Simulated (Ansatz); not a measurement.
## Phases of AlRu at 60 GPa

Structure types of AlRu are relaxed in primitive cells with their symmetry kept at 60 GPa, on PAW files; LAPW relaxes the small cells further and takes the PAW cell for the others (marked *). The enthalpy is E + pV at zero temperature, without zero-point motion. Only the types listed were tried, and differences under about 5 meV/atom are mesh noise. The real phase may be another.

All numbers are PBE results (scalar-relativistic) from Ansatz 0.2.0, with Fermi–Dirac smearing of 0.05 eV, no spin polarisation. Methods: LAPW: all electrons, basis error target 0.5 meV/atom; PAW: frozen-core files, cutoff 420 eV.

k meshes: rocksalt 14×14×14, CsCl 14×14×14, WC 14×14×13, NiAs 11×11×6, zincblende 12×12×12.

| start type | ends as | a, b, c (Å) | V (Å³/atom) | H − H(lowest), LAPW (meV/atom) |
| --- | --- | --- | --- | --- |
| rocksalt | rocksalt, Fm-3m | 4.587, 4.587, 4.587 | 12.07 | 1261.0 |
| CsCl | CsCl, Pm-3m | 2.816, 2.816, 2.816 | 11.16 | 0.0 |
| WC | distorted WC, P-6m2 | 2.685, 2.685, 3.694 | 11.53 | ? |
| NiAs* | distorted NiAs, P6_3/mmc | 2.688, 2.688, 7.377 | 11.54 | 336.1 |
| zincblende | zincblende, F-43m | 4.879, 4.879, 4.879 | 14.52 | ? |

Fill in "H − H(lowest), LAPW (meV/atom)" for the row "WC".

334.1.

Fill in "H − H(lowest), LAPW (meV/atom)" for the row "zincblende".

3490.6.

Split the lead of CsCl over distorted WC into energy and pV.

For distorted WC less CsCl: ΔE = +196.1 meV/atom, and p·ΔV = 60 GPa × +0.3684 Å³ × 6.242 meV/(GPa·Å³) = +138.0 meV/atom, together 334.1 meV/atom. CsCl wins on both counts.
